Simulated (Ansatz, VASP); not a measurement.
# Ni: VASP beside Ansatz

```
CELL_PARAMETERS angstrom
0.00000 1.75573 1.75573
1.75573 0.00000 1.75573
1.75573 1.75573 0.00000
ATOMIC_POSITIONS crystal
Ni 0.50000 0.50000 0.50000
```

Alike in both runs: functional PBE; k mesh 26 × 26 × 26; occupations gaussian, width 0.1 eV; no spin polarisation.

Ansatz relaxed the structure, and its values are those at the end. VASP's run is a single point on that final structure, the one shown.

|  | VASP | Ansatz |
| --- | --- | --- |
| version | VASP 6.6.1 | Ansatz 0.2.0 |
| potentials or method | VASP PAW PBE potentials, release 64 (Ni) | scalar-relativistic, plane waves, PAW |
| plane-wave cutoff (eV) | 520 | 420 |
| valence electrons in the cell | 10 | 18 |

```csv
,VASP,Ansatz,Ansatz less VASP
gap on the k mesh at the Fermi level (eV),none,none,-
pressure (GPa),0.0,0.0,0.00
```

A gap of «none» marks a metal or a gap that the smearing closes. The two sets of potentials don't hold the same shells in valence.

Caveats: the run has no spin polarisation, though such a crystal can be magnetic. Spin polarisation is off, so any magnetic state and its effect on volume and gap are missing.
